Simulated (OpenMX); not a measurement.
# MoS2 under changes of volume

One of the cells (25.222 Å³/atom); the others are scaled copies at fixed shape and fractional positions:

```
Mo S
1.0
     3.18372    0.00000    0.00000
    -1.59186    2.75718    0.00000
     0.00000    0.00000   34.47924
Mo S
4 8
Cartesian
  0.0000 1.8381 3.2257
  0.0000 1.8381 24.8562
  1.5919 0.9191 9.6231
  1.5919 0.9191 31.2535
  1.5919 0.9191 1.6738
  1.5919 0.9191 23.3049
  0.0000 1.8381 8.0712
  0.0000 1.8381 29.7015
  1.5919 0.9191 4.7777
  1.5919 0.9191 26.4080
  0.0000 1.8381 11.1743
  0.0000 1.8381 32.8054
```

| Property | Result |
| --- | --- |
| Program | OpenMX 3.8.5 |
| Functional | PBE |
| Potentials or basis | OpenMX 2013 PBE set, Mo7.0-s3p2d1, S7.0-s2p2d1, fixed grid of 32 × 32 × 420 points |
| k mesh | 11 × 11 × 1 |
| Occupations | fermi-dirac, width 0.05 eV |
| Spin | no spin polarisation |

| volume (Å³/atom) | energy over the lowest point (meV/atom) | gap on the mesh (eV) | largest force (eV/Å) |
| --- | --- | --- | --- |
| 23.709 | 80.14 | 1.26 | 2.050 |
| 24.213 | 47.99 | 1.25 | 1.610 |
| 24.717 | ? | ? | ? |
| 25.222 | 9.52 | 1.20 | 0.824 |
| 25.726 | 1.50 | 1.18 | 0.475 |
| 26.231 | 0.00 | 1.15 | 0.150 |
| 26.735 | 4.34 | 1.13 | 0.210 |

Question: What does the run at 24.717 Å³/atom give?

Answer: Energy over the lowest point 24.76 meV/atom; gap on the mesh 1.22 eV; largest force 1.199 eV/Å.

Worked out: A Birch-Murnaghan fit of order 3 (a polynomial in V^(-2/3)) to the other rows has its minimum at 26.10 Å³/atom with B0 = V·E''(V) = 99 GPa and B' = 4.4 at fixed shape and positions, which overstates the stiffness. It gives 24.76 meV/atom at 24.717 Å³/atom, against the run's 24.76. A straight line through the other rows of the gap, of slope -1.12 eV per unit of ln V, gives 1.22 eV, against the run's 1.22.

Energies are extrapolated to zero smearing.

Caveats: the basis of atomic orbitals isn't converged, which shifts pressures, moduli and gaps.

A mesh can miss the band edges. Spin-orbit coupling on Mo is left out.
